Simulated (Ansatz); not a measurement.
Structure: F (C2/m) from a database structure, at its r2SCAN+rVV10 minimum. Space group C2/m (No. 12), monoclinic; conventional cell a = 5.199 Å, b = 2.984 Å, c = 7.096 Å, β = 107.1°, 13.15 Å³ an atom. F is surrounded by 1 F at 1.40 Å.

```xyz
4
Lattice="2.5993 -1.4921 -0.0047 2.5993 1.4921 -0.0047 -2.0735 0.0000 6.7859" Properties=species:S:1:pos:R:3 pbc="T T T"
F     1.7932    0.0000    2.7276
F     0.2405    0.0000    0.6577
F     1.3321    0.0000    4.0488
F     2.8847    0.0000    6.1188
```

The questions ask for values computed with the plane-wave code Ansatz on this geometry. (Simulation; spin polarisation is off.)

**Question.** What gap does r2SCAN give, and where are the band edges?

**Answer.** With r2SCAN the valence top lies at Y₂ and the conduction bottom at Γ, 3.53 eV higher; the smallest vertical gap, at Γ, is 3.59 eV.

**Question.** What does HSE06 give for the gap (6×6×4 mesh)?

**Answer.** HSE06 gives an indirect gap of 5.86 eV, from Y₂ to Γ; the least direct gap is 5.92 eV at Γ. The gap differs by +2.33 eV from r2SCAN's.

**Question.** How does the gap change from r2SCAN to PBE0 (6×6×4)?

**Answer.** PBE0 gives an indirect gap of 6.67 eV, from Y₂ to Γ; the least direct gap is 6.73 eV at Γ. The gap differs by +3.14 eV from r2SCAN's.

**Question.** Roughly how does the cost of the LC-ωPBE run (6×6×4) compare with r2SCAN's (10×10×4)?

**Answer.** About 5 times as much (70 core-seconds against 15 core-seconds, on 2 threads of Arm Neoverse V1 (shared host)).

**Question.** What are ε∞ and the Born charges with PBE?

**Answer.** The clamped-ion dielectric constant comes out as a tensor with principal values 1.65, 1.74, 2.54. Born charges, averaged over directions: F -0.01 e.

**Question.** What fraction of exact exchange does the dielectric-dependent hybrid take (1/ε∞ of PBE, averaged over directions)?

**Answer.** 0.506.

The meshes of the hybrids are coarse, so their gaps aren't converged to the digits shown.
